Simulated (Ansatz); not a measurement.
## AlP: modes and screening against the lattice constant

All numbers below come from DFT r2SCAN+D3(BJ), scalar-relativistic, plane waves, PAW (Ansatz 0.2.0). Cutoff 500 eV, 8×8×8 k-points (Γ-centred), fixed occupations. No spin polarisation. Phonons by linear response, acoustic sum rule imposed.

The cell is fixed (symmetry leaves no force on the atoms) and stands under 0.0 GPa:
Space group F-43m (No. 216). a = 5.457 Å, b = 5.457 Å, c = 5.457 Å, α = 90.00°, β = 90.00°, γ = 90.00°
```csv
atom,site,symmetry,x,y,z
Al,4a,-43m,0.0000,0.0000,0.0000
P,4d,-43m,0.2500,0.2500,0.7500
```

The cell is the ideal cubic zincblende prototype.

Question: How do the optical zone-centre modes (counted from the lowest optical one, degenerate ones once; i marks imaginary ones; without the LO field) and the screening change over a = 5.365 and 5.457 Å (k meshes 10×10×10, 8×8×8)?

Answer:
```csv
a (Å),5.365,5.457
pressure (GPa),5.2,0.0
gap on the mesh (eV),1.81,1.91
ε∞,7.29,7.31
ε0,9.2,9.4
mode 1 (cm⁻¹),474,446
```

Cost: 2 runs of about 6.2 core-minutes in all, on Arm Neoverse N1 (shared hosts).